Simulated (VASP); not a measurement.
# Se (R-3m) in VASP: a series of runs

Runs on Se. Level: PBEsol. Tasks: relaxation of cell and atoms.

Everything below comes from runs of VASP 6.6.1. Logs are shortened: lines on timing, memory, paths and dates and some standing lists are left out, and cuts for length are marked.

## 1. Starting point

It takes space group R-3m (No. 166, trigonal). Conventional cell: a = 3.944 Å, b = 3.944 Å, c = 2.993 Å, α = 90.00°, β = 90.00°, γ = 120.00°. Se (site symmetry -3m) has 6 Se at 2.49 Å as nearest neighbours.

This isn't the form of Se at room conditions, which is trigonal, of chains.

## 2. Relaxation of cell and atoms, PBEsol, target pressure 30 GPa, at which the enthalpy is minimised

Input file INCAR:

```
ALGO = Normal
EDIFF = 1E-7
EDIFFG = -0.002
ENCUT = 250
GGA = PS
IBRION = 2
ISIF = 3
ISMEAR = 0
LASPH = T
LCHARG = F
LREAL = F
LWAVE = F
NELM = 100
NSW = 80
PREC = Accurate
PSTRESS = 300.0
SIGMA = 0.1
```

Input file KPOINTS:

```
k-points
0
Gamma
  21 21 21
```

Input file POSCAR:

```
Se                                      
1.0
    1.9717611027      1.1383970229      0.9977550689
   -1.9717611027      1.1383970229      0.9977550689
    0.0000000000     -2.2767940446      0.9977550677
  Se            
     1
Direct
     0.0000000000000000    0.0000000000000000    0.0000000000000000
```

Potentials or basis: VASP PAW PBE potentials, release 64 (Se).

The run is started by

```bash
> cat potpaw_PBE.64/Se/POTCAR > POTCAR
> mpirun -np 1 vasp_std > vasp.out
```

OUTCAR:

```text
EDIFF = 1E-7
   EDIFFG = -0.002
   ENCUT = 250
   GGA = PS
   IBRION = 2
   ISIF = 3
   ISMEAR = 0
   LASPH = T
   LREAL = F
   NELM = 100
   NSW = 80
   PREC = Accurate
   PSTRESS = 300.0

 ion  position               nearest neighbor table
   1  0.000  0.000  0.000-

  LATTYP: Found a trigonal (rhomboedric) cell.
 ALAT       =     2.4858207509
 COS(alpha) =    -0.2583427970

  Lattice vectors:

 A1 = (   1.9717611027,   1.1383970229,   0.9977550689)
 A2 = (  -1.9717611027,   1.1383970229,   0.9977550689)
 A3 = (   0.0000000000,  -2.2767940446,   0.9977550677)

Analysis of symmetry for initial positions (statically):
=====================================================================
 Subroutine PRICEL returns:
 Original cell was already a primitive cell.

 Routine SETGRP: Setting up the symmetry group for a
 trigonal (rhombohedral) supercell.

 Subroutine GETGRP returns: Found 12 space group operations
 (whereof 12 operations were pure point group operations)
 out of a pool of 12 trial point group operations.

The static configuration has the point symmetry D_3d.

Analysis of symmetry for dynamics (positions and initial velocities):
=====================================================================
 Subroutine PRICEL returns:
 Original cell was already a primitive cell.

 Routine SETGRP: Setting up the symmetry group for a
 trigonal (rhombohedral) supercell.

 Subroutine GETGRP returns: Found 12 space group operations
 (whereof 12 operations were pure point group operations)
 out of a pool of 12 trial point group operations.

The dynamic configuration has the point symmetry D_3d.

 Subroutine INISYM returns: Found 12 space group operations
 (whereof 12 operations are pure point group operations),
 and found     1 'primitive' translations

----------------------------------------------------------------------------------------

                                     Primitive cell

  volume of cell :      13.4376

  direct lattice vectors                    reciprocal lattice vectors
     1.971761103  1.138397023  0.997755069     0.253580416  0.146404693  0.334083327
    -1.971761103  1.138397023  0.997755069    -0.253580416  0.146404693  0.334083327
     0.000000000 -2.276794045  0.997755068     0.000000000 -0.292809386  0.334083328

  length of vectors
     2.485820751  2.485820751  2.485821051     0.444239835  0.444239835  0.444239807

  position of ions in fractional coordinates (direct lattice)
     0.000000000  0.000000000  0.000000000

  ion indices of the primitive-cell ions
   primitive index   ion index
                 1           1
[... 56 lines left out ...]
   total plane-waves  NPLWV =   2744
   dimension x,y,z NGX =    14 NGY =   14 NGZ =   14
   dimension x,y,z NGXF=    28 NGYF=   28 NGZF=   28
   ions per type =               1
   NGX,Y,Z   is equivalent  to a cutoff of   9.36,  9.36,  9.36 a.u.
   NGXF,Y,Z  is equivalent  to a cutoff of  18.73, 18.73, 18.73 a.u.
 SYSTEM =  unknown system
   PREC   = accura    normal or accurate (medium, high low for compatibility)
   ISTART =      0    job   : 0-new  1-cont  2-samecut
   ICHARG =      2    charge: 1-file 2-atom 10-const
   ISPIN  =      1    spin polarized calculation?
   LNONCOLLINEAR =      F non collinear calculations
   LSORBIT =      F    spin-orbit coupling
   LASPH  =      T    aspherical Exc in radial PAW
   ENCUT  =  250.0 eV  18.37 Ry    4.29 a.u.   3.20  3.20  3.20*2*pi/ulx,y,z
   NELM   =    100;   NELMIN=  2; NELMDL= -5     # of ELM steps
   EDIFF  = 0.1E-06   stopping-criterion for ELM
   LREAL  =      F    real-space projection
   EDIFFG = -.2E-02   stopping-criterion for IOM
   NSW    =     80    number of steps for IOM
   IBRION =      2    ionic relax: 0-MD 1-quasi-New 2-CG
   NFREE  =      1    steps in history (QN), initial steepest desc. (CG)
   ISIF   =      3    stress and relaxation
   ISYM   =      2    0-nonsym 1-usesym 2-fastsym
   POTIM  = 0.5000    time-step for ionic-motion
   TEBEG  =    0.0;   TEEND  =   0.0 temperature during run
   PSTRESS=  300.0 pullay stress
   NELECT =       6.0000    total number of electrons
   NUPDOWN=      -1.0000    fix difference up-down
   EMIN   =  10.00;   EMAX   =-10.00  energy-range for DOS
   EFERMI =   0.00;   METHOD = LEGACY
   ISMEAR =     0;   SIGMA  =   0.10  broadening in eV -4-tet -1-fermi 0-gaus
   EFERMI_NEDOS =   21; number of points for ismear=-14 and -15
   IALGO  =     38    algorithm
   IMIX   =      4    mixing-type and parameters
     AMIX     =   0.40;   BMIX     =  1.00
     AMIX_MAG =   1.60;   BMIX_MAG =  1.00
  volume/ion in A,a.u.               =      13.44        90.68
  Fermi-wavevector in a.u.,A,eV,Ry     =   1.251269  2.364556 21.302304  1.565675
  Thomas-Fermi vector in A             =   2.385225
   LORBIT       =      0    0 simple, 1 ext, 2 COOP (PROOUT), +10 PAW based schemes
   GGA     = PS    functional components
   LHFCALC =     F    Hartree Fock is set to
   AEXX    =    0.0000 exact exchange contribution
   IVDW    =     0    specifies the selected vdW correction
   LEPSILON=     F    determine dielectric tensor
   LRPA    =     F    only Hartree local field effects (RPA)
 conjugate gradient relaxation of ions
 non-spin polarized calculation
 Gauss-broadening in eV      SIGMA  =   0.10
  energy-cutoff  :      250.00
  volume of cell :       13.44
 maximum number of plane-waves:       128
 NGX is ok and might be reduce to    14
   NGX =  7   NGY =  7   NGZ =  7

--------------------------------------- Ionic step        1  -------------------------------------------

 number of electron       5.9999995 magnetization

 Free energy of the ion-electron system (eV)
  ---------------------------------------------------
  ext. energy  EPLUGINS =         0.00000000
  ---------------------------------------------------
  free energy    TOTEN  =        -2.51234319 eV

  energy without entropy =       -2.51083274  energy(sigma->0) =       -2.51158796

 E-fermi :  11.5536     XC(G=0): -12.6315

 val. band max:       11.5515147238   @ k =  -0.1905   0.3333   0.1429
 cond. band min:      11.5561226368   @ k =  -0.1429   0.4762   0.0952
 fundamental gap:      0.0046079130
 Fermi energy:        11.5536433879
[... 595 lines left out ...]
  energy  without entropy=       -3.2917522789  energy(sigma->0) =       -3.29286757

  enthalpy is  TOTEN    =        -0.2811974421 eV   P V=        3.0127854146

[... ionic steps 4 to 11 ...]

--------------------------------------- Ionic step       12  -------------------------------------------

 number of electron       6.0000001 magnetization

------------------------ aborting loop because EDIFF is reached ----------------------------------------
[... 69 lines left out ...]
--------------------------------------- Ionic step       14  -------------------------------------------

 number of electron       6.0000001 magnetization

 Free energy of the ion-electron system (eV)
  ---------------------------------------------------
  ext. energy  EPLUGINS =         0.00000000
  ---------------------------------------------------
  free energy    TOTEN  =        -3.30105238 eV

  energy without entropy =       -3.29847873  energy(sigma->0) =       -3.29976555

 E-fermi :   8.8287     XC(G=0): -11.7719

 val. band max:        8.8284580601   @ k =  -0.2381   0.1905   0.0476
 cond. band min:       8.8369298844   @ k =  -0.3333   0.1905   0.0952
 fundamental gap:      0.0084718243
 Fermi energy:         8.8286986536
[... 272 lines left out ...]
  energy  without entropy=       -3.2984787285  energy(sigma->0) =       -3.29976555

  enthalpy is  TOTEN    =        -0.3065555790 eV   P V=        2.9944967984

 reached required accuracy - stopping structural energy minimisation
```

OSZICAR:

```text
N       E                     dE             d eps       ncg     rms          rms(c)
DAV:   1     0.250260415894E+01    0.25026E+01   -0.21051E+03 14182   0.426E+02
DAV:   2    -0.249352312865E+01   -0.49961E+01   -0.47521E+01 17255   0.505E+01
[... 92 lines left out ...]
DAV:   1    -0.330102632933E+01   -0.11724E-03   -0.29689E-05 14168   0.335E-02    0.303E-03
DAV:   2    -0.330102617970E+01    0.14964E-06   -0.54999E-07 14791   0.612E-03    0.158E-03
DAV:   3    -0.330102610468E+01    0.75013E-07   -0.26322E-07 12887   0.306E-03
  13 F= -.30655567E+00 E0= -.30526918E+00  d E =-.123292E-06
       N       E                     dE             d eps       ncg     rms          rms(c)
DAV:   1    -0.330105238060E+01   -0.26201E-04   -0.15282E-06 14343   0.763E-03    0.733E-04
DAV:   2    -0.330105237747E+01    0.31243E-08   -0.25612E-08  8785   0.134E-03
  14 F= -.30655558E+00 E0= -.30526875E+00  d E =-.308384E-07
```

CONTCAR:

```text
Se
   1.00000000000000
     2.0416401512104980    1.1787420936316073    1.1075515278326444
    -2.0416401512104980    1.1787420936316073    1.1075515278326444
     0.0000000000000000   -2.3574841838615601    1.1075515241155018
  Se
     1
Direct
     1.0000000000000000    1.0000000000000000    0.0000000000000000

  0.00000000E+00  0.00000000E+00  0.00000000E+00
```

It took 1.8 min on 1 thread of AMD EPYC 9R45 (Zen 5), shared host; peak memory 0.1 GiB.

Results:

| Item | Value |
| --- | --- |
| Free energy | -3.3011 eV |
| Relaxed volume | 15.99 Å³/atom |
| Relaxed cell | a = 2.605 Å, b = 2.605 Å, c = 2.605 Å, α = 103.23°, β = 103.23°, γ = 103.23° |
| Space group after relaxing (to 0.05 Å) | R-3m (No. 166) |
| Energy change on relaxing (the enthalpy is what falls) | -788.7 meV/atom |
| Ionic steps | 14 |
| Pressure after relaxing | 30.0 GPa |
| Band gap on the k mesh | none (metal or under the smearing width) |

Step by step:
| step | energy change (eV) | largest force (eV/Å) | pressure (GPa) | volume (Å³) |
| --- | --- | --- | --- | --- |
| 1 | 0.0000 | 0.0000 | 75.01 | 13.44 |
| 2 | -0.9098 | 0.0000 | -10.04 | 22.20 |
| 3 | -0.7816 | 0.0000 | 25.98 | 16.09 |
| 4 | -0.7350 | 0.0000 | 29.38 | 15.82 |
| 5 | -0.7257 | 0.0000 | 30.04 | 15.77 |
| 6 | -0.7583 | 0.0000 | 30.30 | 15.86 |
| 7 | -0.7731 | 0.0000 | 30.81 | 15.91 |
| 8 | -0.7746 | 0.0000 | 30.90 | 15.92 |
| 9 | -0.8146 | 0.0000 | 28.19 | 16.13 |
| 10 | -0.7881 | 0.0000 | 30.00 | 15.99 |
| 11 | -0.7884 | 0.0000 | 29.99 | 15.99 |
| 12 | -0.7886 | 0.0000 | 29.98 | 15.99 |
| 13 | -0.7887 | 0.0000 | 29.98 | 15.99 |
| 14 | -0.7887 | 0.0000 | 29.99 | 15.99 |

Final structure:
```yaml
crystal:
  lattice:
    - [2.04164, 1.17874, 1.10755]
    - [-2.04164, 1.17874, 1.10755]
    - [0.00000, -2.35748, 1.10755]
  atoms:
    - { symbol: Se, position: [0.00000, 0.00000, 0.00000] }
```

Caveat: the cutoff is under 1.25 times the usual one of these potentials, so pressure, stress and relaxed cells hold a basis-set (Pulay) error; the cell is relaxed towards a set pressure, so the enthalpy falls and the energy may rise; the volume moved by over 15 % at a fixed basis, so the end points are rough; the PAW data sets were made with another functional, which shifts forces and pressure a little. Zero-point motion and thermal expansion aren't in these numbers.

## 3. Relaxation of cell and atoms, PBEsol, target pressure 30 GPa, at which the enthalpy is minimised

This run uses another cell than the first one, of 15.99 Å³/atom, 1.190 times its volume.

INCAR is that of step 2.

KPOINTS is that of step 2.

Input file POSCAR:

```
Se                                      
1.0
    2.0416401512      1.1787420936      1.1075515278
   -2.0416401512      1.1787420936      1.1075515278
    0.0000000000     -2.3574841839      1.1075515241
  Se            
     1
Direct
     1.0000000000000000    1.0000000000000000    0.0000000000000000
```

Potentials or basis: VASP PAW PBE potentials, release 64 (Se).

The run is started by

```bash
> cat potpaw_PBE.64/Se/POTCAR > POTCAR
> mpirun -np 1 vasp_std > vasp.out
```

OUTCAR:

```text
EDIFF = 1E-7
   EDIFFG = -0.002
   ENCUT = 250
   GGA = PS
   IBRION = 2
   ISIF = 3
   ISMEAR = 0
   LASPH = T
   LREAL = F
   NELM = 100
   NSW = 80
   PREC = Accurate
   PSTRESS = 300.0

 ion  position               nearest neighbor table
   1  0.000  0.000  0.000-

  LATTYP: Found a trigonal (rhomboedric) cell.
 ALAT       =     2.6046876621
 COS(alpha) =    -0.2287883522

  Lattice vectors:

 A1 = (   2.0416401512,   1.1787420936,   1.1075515278)
 A2 = (  -2.0416401512,   1.1787420936,   1.1075515278)
 A3 = (   0.0000000000,  -2.3574841839,   1.1075515241)

Analysis of symmetry for initial positions (statically):
[... 436 lines left out ...]
  ---------------------------------------------------
  ext. energy  EPLUGINS =         0.00000000
  ---------------------------------------------------
  free energy    TOTEN  =        -3.32823659 eV

  energy without entropy =       -3.32561147  energy(sigma->0) =       -3.32692403

 E-fermi :   8.7669     XC(G=0): -11.7436

 val. band max:        8.7654694633   @ k =   0.4762   0.3810   0.1905
 cond. band min:       8.7680537826   @ k =   0.0952   0.0952   0.0000
 fundamental gap:      0.0025843193
 Fermi energy:         8.7668723644

 k-point     1 :       0.0000    0.0000    0.0000
  band No.  band energies     occupation
      1     -10.2057      2.00000
      2      10.8281      0.00000
      3      12.8959      0.00000
      4      12.8959      0.00000
      5      18.2507      0.00000
      6      18.2507      0.00000
      7      20.1321      0.00000
[... 221 lines left out ...]
 k-point    24 :      -0.3810    0.0476    0.0000
  band No.  band energies     occupation
      1      -7.3465      2.00000
      2       1.1787      2.00000
      3      11.2669      0.00000
      4      12.8173      0.00000
      5      17.9430      0.00000
      6      18.8498      0.00000
      7      24.1461      0.00000

 [... further k-points ...]
[... 5 lines left out ...]
  --------------------------------------------------------------------------------------
  -------------------------------------------------------------------------------------
  Total        3.0096936      3.0096999      3.0096310      0.0000000      0.0000000      0.0000000
  in kB      299.9766864    299.9773150    299.9704504      0.0000000      0.0000013      0.0000000
  external PRESSURE =      -0.0251827 kB  Pullay stress =     300.0000000 kB
[... 20 lines left out ...]
  energy  without entropy=       -3.3256114715  energy(sigma->0) =       -3.32692403

  enthalpy is  TOTEN    =        -0.3183091220 eV   P V=        3.0099274658

 reached required accuracy - stopping structural energy minimisation
```

CONTCAR:

```text
Se
   1.00000000000000
     2.0383007605318535    1.1768147281044883    1.1169088894798009
    -2.0383007605318535    1.1768147281044883    1.1169088894798009
    -0.0000000000000000   -2.3536294492995187    1.1169088819084596
  Se
     1
Direct
     0.0000000000000000    0.0000000000000000    0.0000000000000000

  0.00000000E+00  0.00000000E+00  0.00000000E+00
```

It took 58 s on 1 thread of AMD EPYC 9R45 (Zen 5), shared host; peak memory 0.1 GiB.

What came out:

```
Free energy                                            : -3.3282 eV
Relaxed volume                                         : 16.07 Å³/atom
Relaxed cell                                           : a = 2.605 Å, b = 2.605 Å, c = 2.605 Å, α = 102.96°, β = 102.96°, γ = 102.96°
Space group after relaxing (to 0.05 Å)                 : R-3m (No. 166)
Energy change on relaxing (the enthalpy is what falls) : -15.8 meV/atom
Ionic steps                                            : 8
Pressure after relaxing                                : 30.0 GPa
Band gap on the k mesh                                 : none (metal or under the smearing width)
```

The path:
```
step  energy change (eV)  largest force (eV/Å)  pressure (GPa)  volume (Å³)
   1              0.0000                0.0000           30.55        15.99
   2             -0.0239                0.0000           29.10        16.12
   3             -0.0128                0.0000           29.78        16.06
   4             -0.0142                0.0000           29.95        16.07
   5             -0.0150                0.0000           30.07        16.07
   6             -0.0149                0.0000           30.05        16.07
   7             -0.0173                0.0000           29.91        16.08
   8             -0.0158                0.0000           30.00        16.07
```

Final structure:
```xyz
1
Lattice="2.0383 1.1768 1.1169 -2.0383 1.1768 1.1169 0.0000 -2.3536 1.1169" Properties=species:S:1:pos:R:3 pbc="T T T"
Se    0.0000    0.0000    0.0000
```

Levels at points of the mesh, in eV from the Fermi level:
```
           k point  band 1  band 2  band 3  band 4  band 5  band 6  band 7
(0.00, 0.00, 0.00)  -18.97    2.06    4.13    4.13    9.48    9.48   11.37
```

Caveat: the cutoff is under 1.25 times the usual one of these potentials, so pressure, stress and relaxed cells hold a basis-set (Pulay) error; the cell is relaxed towards a set pressure, so the enthalpy falls and the energy may rise; the PAW data sets were made with another functional, which shifts forces and pressure a little. Zero-point motion and thermal expansion aren't in these numbers.
